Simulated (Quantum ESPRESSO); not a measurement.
Runs of Quantum ESPRESSO 7.5 on TePb. The structure is cubic, space group Fm-3m (No. 225). Conventional cell: a = 6.462 Å, b = 6.462 Å, c = 6.462 Å, α = 90.00°, β = 90.00°, γ = 90.00°. Around Pb (site symmetry m-3m) lie 6 Te at 3.23 Å. Te (site symmetry m-3m) has 6 Pb at 3.23 Å as nearest neighbours. 

```tsv
task	level	potentials or basis	cutoff (eV)	form of the LDA correlation	SCF threshold	pressure (GPa)	V0 of scaled cells (Å³/atom)	B0 (GPa)
band structure	LDA	PseudoDojo 0.4.1 SR LDA standard	1088	PW92	4e-10 Ry	-1.7	-	-
equation of state	PBEsol	PseudoDojo 0.4.1 SR PBEsol standard	1088	-	4e-10 Ry	-	(a)	(c)
band structure	PBE	PseudoDojo 0.4.1 SR PBE standard	1088	-	4e-10 Ry	(b)	-	-
equation of state	rev-vdW-DF2	PseudoDojo 0.4.1 SR PBE standard	1088	-	4e-10 Ry	-	34.71	41
band structure	PBEsol	PseudoDojo 0.4.1 SR PBEsol standard	1088	-	4e-10 Ry	-0.4	-	-
equation of state	LDA	PseudoDojo 0.4.1 SR LDA standard	1088	PW92	4e-10 Ry	-	32.45	49
equation of state	PBE+D3(BJ)	PseudoDojo 0.4.1 SR PBE standard	1088	-	4e-10 Ry	-	33.99	41
```

Alike in all rows: no spin polarisation; cell as given; k mesh 7 × 7 × 7; smearing fermi-dirac 0.05 eV.

Q: Fill in the values left out.

A: (a) 33.44; (b) 2.1; (c) 45.

Caveats: the potentials were made for another functional, which shifts forces and pressure (some runs).
